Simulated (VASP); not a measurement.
Here is a VASP 6.6.1 calculation.

POSCAR

```
ZnS
1.0
    3.8491100000      0.0000000000      0.0000000000
   -1.9245550000      3.3334272300      0.0000000000
    0.0000000000      0.0000000000      6.2340000000
Zn S
2 2
Direct
    0.3333333333      0.6666666667      0.0000000000
    0.6666666667      0.3333333333      0.5000000000
    0.3333333333      0.6666666667      0.3850000000
    0.6666666667      0.3333333333      0.8850000000
```

File INCAR.step1:

```
PREC     = Accurate       # precision mode
ENCUT    = 520            # plane-wave cutoff, eV
ISMEAR   = 0              # smearing method
SIGMA    = 0.02           # smearing width, eV
LREAL    = False          # projectors in reciprocal space
LASPH    = True           # aspherical terms in the spheres
NELM     = 100            # most SCF steps
NBANDS   = 26             # bands
GGA      = PE             # functional
ALGO     = Normal         # electronic algorithm
EDIFF    = 1E-4           # SCF threshold, eV
LWAVE    = True           # write WAVECAR
LCHARG   = False          # write CHGCAR
```

INCAR.step2

```
PREC     = Accurate       # precision mode
ENCUT    = 520            # plane-wave cutoff, eV
EDIFF    = 1E-6           # SCF threshold, eV
ISMEAR   = 0              # smearing method
SIGMA    = 0.02           # smearing width, eV
LREAL    = False          # projectors in reciprocal space
LASPH    = True           # aspherical terms in the spheres
NELM     = 100            # most SCF steps
ALGO     = Normal         # electronic algorithm
ISIF     = 2              # what is computed and relaxed
LWAVE    = False          # write WAVECAR
LCHARG   = False          # write CHGCAR
METAGGA  = R2SCAN         # meta-GGA
LMIXTAU  = True         
NBANDS   = 26             # bands
ISTART   = 1
```

File KPOINTS:

```
regular mesh
0
Gamma
  6 6 4
```

Potentials or basis: VASP PAW PBE potentials, release 64 (Zn, S).

Run with:

```bash
$ cat potpaw_PBE.64/Zn/POTCAR potpaw_PBE.64/S/POTCAR > POTCAR
$ cp INCAR.step1 INCAR
$ mpirun -np 1 vasp_std > vasp.out
$ cp INCAR.step2 INCAR
$ mpirun -np 1 vasp_std > vasp.out
```

Task: Estimate the largest force.

Result: 0.250 eV/Å.

Task: What does it give for the pressure?

Result: -1.4 GPa.

Forces in eV/Å, atoms in the order of the input:
```
Zn   0.000  0.000  0.250
Zn   0.000  0.000  0.250
S    0.000  0.000 -0.250
S    0.000  0.000 -0.250
```

Caveat: the PAW data sets were made with another functional, which shifts forces and pressure a little.

**Measured values to compare with.**

From a printed reference work, monograph, for a bulk crystal of ZnS at 4 K: band gap 3.911 eV (direct).

A measured gap of ZnS is 3.911 eV (direct; 4 K; a printed reference work, monograph); the calculated 2.71 eV misses it by -1.20 eV. The value is that of r2SCAN, without temperature or zero-point motion.
